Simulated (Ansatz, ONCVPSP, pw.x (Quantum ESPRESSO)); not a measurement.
## What a changed setting does to a pw.x run (fcc O)

Potential: optimised norm-conserving Vanderbilt (ONCV), ONCVPSP 4.0.1.1 (patched build), PBE; core [He], reference 2s2 2p4; waves: 2s: rc 0.80 bohr, ncon 3, nbas 7, qcut 10.3 1/bohr, 2 projectors, debl 0.4 Ha; 2p: rc 1.60 bohr, ncon 4, nbas 8, qcut 10.6 1/bohr, 2 projectors, debl 0.4 Ha; local part: polynomial inside 0.60 bohr (lpopt 5, dvloc0 6 Ha); core correction: Teter function, fcfact 3.1, rcfact 1.6. In the s channel the program set the typed energies aside and used -0.881, 0.250 Ha.

The reference run (k-mesh 18³, cutoffs 120/480 Ry, Fermi–Dirac 0.01 Ry, mixing_beta 0.4, conv_thr 1e-9, no spin) gives 0.11 GPa at 8.041 Å³/atom, where all-electron LAPW gives 0.14 GPa. This run, with its own iteration cap, changes degauss to 0.002.

```
&control
  calculation='scf', prefix='x', pseudo_dir='./', outdir='./tmp', tstress=.true., disk_io='none'
/
&system
  ibrav=0, nat=1, ntyp=1, ecutwfc=120, ecutrho=480, nbnd=10,
  occupations='smearing', smearing='fd', degauss=0.002
/
&electrons
  conv_thr=1e-09, mixing_beta=0.4, electron_maxstep=70
/
ATOMIC_SPECIES
O 1.0 O.UPF
CELL_PARAMETERS angstrom
  0.00000000 1.59010824 1.59010824
  1.59010824 0.00000000 1.59010824
  1.59010824 1.59010824 0.00000000
ATOMIC_POSITIONS crystal
O 0.0000 0.0000 0.0000
K_POINTS automatic
18 18 18 0 0 0
```

```bash
pw.x < O.scf.in > O.scf.out
```

Q: How does the run end?

A: It converges in 6 iterations; the free energy moves by +35.4 meV/atom and the pressure by -1.08 GPa. In a metal, with Fermi–Dirac smearing, F lies below its zero-width value by a term in the square of the width.

```
Message from routine setup:
     using ibrav=0 with symmetry is DISCOURAGED, use correct ibrav instead
     lattice parameter (alat)  =       4.2495  a.u.
     unit-cell volume          =      54.2634 (a.u.)^3
     number of electrons       =         6.00
     number of Kohn-Sham states=           10
     kinetic-energy cutoff     =     120.0000  Ry
     charge density cutoff     =     480.0000  Ry
     scf convergence threshold =      1.0E-09
     Exchange-correlation= PBE
     number of k points=   195  Fermi-Dirac smearing, width (Ry)=  0.0020
     iteration #  1     ecut=   120.00 Ry     beta= 0.40
     total energy              =     -32.44441394 Ry
     estimated scf accuracy    <       0.00025148 Ry
     iteration #  2     ecut=   120.00 Ry     beta= 0.40
     total energy              =     -32.44443402 Ry
     estimated scf accuracy    <       0.00003205 Ry
     iteration #  3     ecut=   120.00 Ry     beta= 0.40
     total energy              =     -32.44444321 Ry
     estimated scf accuracy    <       0.00000160 Ry
     iteration #  4     ecut=   120.00 Ry     beta= 0.40
     total energy              =     -32.44444359 Ry
     estimated scf accuracy    <       0.00000002 Ry
     iteration #  5     ecut=   120.00 Ry     beta= 0.40
     total energy              =     -32.44444359 Ry
     estimated scf accuracy    <          1.2E-09 Ry
     iteration #  6     ecut=   120.00 Ry     beta= 0.40
     the Fermi energy is     4.8239 ev
!    total energy              =     -32.44444359 Ry
     estimated scf accuracy    <          8.9E-12 Ry
     smearing contrib. (-TS)   =      -0.00019467 Ry
     The total energy is F=E-TS. E is the sum of the following terms:
     one-electron contribution =      -2.10597949 Ry
     hartree contribution      =       4.85262610 Ry
     xc contribution           =      -7.72629887 Ry
     ewald contribution        =     -27.46459665 Ry
     convergence has been achieved in   6 iterations
          total   stress  (Ry/bohr**3)                   (kbar)     P=       -9.75
     Message from routine punch:
     Nothing written, as per user request (disk_io='none')
```

The run took about 12 s on one core of a shared host (Intel(R) Xeon(R) 6975P-C, 192 threads, 1512 GiB, load 23).
